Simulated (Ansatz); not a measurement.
The system is NiO.

```xyz
2
Lattice="0.0000 2.0859 2.0859 2.0859 0.0000 2.0859 2.0859 2.0859 0.0000" Properties=species:S:1:pos:R:3 pbc="T T T"
Ni    0.0000    0.0000    0.0000
O     2.0859    2.0859    2.0859
```

Base run:

```yaml
Program: Ansatz 0.2.0
Functional: PBE
Potentials_or_basis: Ansatz PAW
Cutoff: "420 eV (not typed: the program's choice for these potentials)"
k_mesh: 11 × 11 × 11
Occupations: fermi-dirac, width 0.05 eV
Spin: collinear spin, ferromagnetic start
Starting_moments: "[1.0, 0.0] μB"
Hubbard_terms: Ni d U = 3 eV
```

Its results: band gap on the k mesh 0.79 eV, indirect (least direct gap 1.63 eV); pressure 11.4 GPa; net moment 2.00 μB per cell; site moments Ni +1.65; O +0.28 μB.

Question: After a change of settings the same cell gave: band gap on the k mesh none (metal or under the smearing width); pressure 9.4 GPa; net moment 1.97 μB per cell; site moments Ni +1.59; O +0.32 μB. Which change was it?
A. hubbard terms from Ni d U = 3 eV to Ni d U = 1 eV
B. hubbard terms from Ni d U = 3 eV to none; hubbard projectors from ortho-atomic (the default) to none
C. hubbard terms from Ni d U = 3 eV to Ni d U = 8 eV

Answer: A.

Caveats: the magnetic or orbital state may not be the lowest; a cell with one magnetic atom can't hold antiferromagnetic order, which such compounds often take; the density of states is complete only up to the lowest level of the last band computed; odd divisions of the mesh miss points on the zone boundary, where band edges often lie, so the gap on the mesh can be too wide (some runs).
